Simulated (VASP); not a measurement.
Input of a VASP 6.6.1 run:

File INCAR:

```
SYSTEM = GaP
  PREC = Accurate
  ENCUT = 520
  EDIFF = 1E-6
  ISMEAR = 0
  SIGMA = 0.02
  LREAL = .False.
  LASPH = .True.
  NELM = 60
  ALGO = Normal
  ISIF = 2
  LWAVE = .False.
  LCHARG = .False.
  LNONCOLLINEAR = .True.
  MAGMOM = 0 0 0 0 0 0
  LORBIT = 11
  LSORBIT = .True.
  GGA_COMPAT = .False.
  GGA = PE
  KPAR = 2
```

KPOINTS

```
regular mesh
0
Gamma
  6 6 6
  0 0 0
```

POSCAR

```
GaP
1.0
    0.0000000000      2.7252500000      2.7252500000
    2.7252500000      0.0000000000      2.7252500000
    2.7252500000      2.7252500000      0.0000000000
Ga P
1 1
Direct
    0.0000000000      0.0000000000      0.0000000000
    0.7500000000      0.7500000000      0.7500000000
```

Contents of KPOINTS_OPT:

```
path GXWKGLUWLK,UX
10
line-mode
reciprocal
 0.0000000000  0.0000000000  0.0000000000  G
 0.5000000000  0.0000000000  0.5000000000  X

 0.5000000000  0.0000000000  0.5000000000  X
 0.5000000000  0.2500000000  0.7500000000  W

 0.5000000000  0.2500000000  0.7500000000  W
 0.3750000000  0.3750000000  0.7500000000  K

 0.3750000000  0.3750000000  0.7500000000  K
 0.0000000000  0.0000000000  0.0000000000  G

 0.0000000000  0.0000000000  0.0000000000  G
 0.5000000000  0.5000000000  0.5000000000  L

 0.5000000000  0.5000000000  0.5000000000  L
 0.6250000000  0.2500000000  0.6250000000  U

 0.6250000000  0.2500000000  0.6250000000  U
 0.5000000000  0.2500000000  0.7500000000  W

 0.5000000000  0.2500000000  0.7500000000  W
 0.5000000000  0.5000000000  0.5000000000  L

 0.5000000000  0.5000000000  0.5000000000  L
 0.3750000000  0.3750000000  0.7500000000  K

 0.6250000000  0.2500000000  0.6250000000  U
 0.5000000000  0.0000000000  0.5000000000  X
```

Potentials or basis: VASP PAW PBE potentials, release 64 (Ga_d, P).

Run with:

```console
$ cat potpaw_PBE.64/Ga_d/POTCAR potpaw_PBE.64/P/POTCAR > POTCAR
$ mpirun -np 2 vasp_ncl > vasp.out
```

Task: What does it give for the pressure?

Result: 2.4 GPa.
